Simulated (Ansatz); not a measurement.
The system is Pd.

```xyz
1
Lattice="0.0000 1.9465 1.9465 1.9465 0.0000 1.9465 1.9465 1.9465 0.0000" Properties=species:S:1:pos:R:3 pbc="T T T"
Pd    0.0000    0.0000    0.0000
```

```yaml
Program: Ansatz 0.2.0
Task: single point
Functional: PBE
Potentials_or_basis: Ansatz PAW
Cutoff: "420 eV (not typed: the program's choice for these potentials)"
k_mesh: 12 × 12 × 12
Occupations: fermi-dirac, width 0.05 eV
Spin: no spin polarisation
```

On this cell: pressure 6.9 GPa; band gap on the k mesh none (metal or under the smearing width).

The same run follows on a disturbed copy (cell strained at random at fixed volume):

```
Pd
1.0
    -0.01113    1.95522    1.94186
     1.97107    0.00634    1.92440
     1.96444    1.93112    0.01297
Pd
1
Direct
  0.02384 0.98301 0.99703
```

**Question.** What changes?

**Answer.** The energy (extrapolated to zero smearing) moves by +1.8 meV/atom; pressure 7.0 GPa; band gap on the k mesh none (metal or under the smearing width).

Stress tensor (GPa, compression positive):
```
 6.16  0.63  0.18
 0.63  7.29 -1.39
 0.18 -1.39  7.60
```
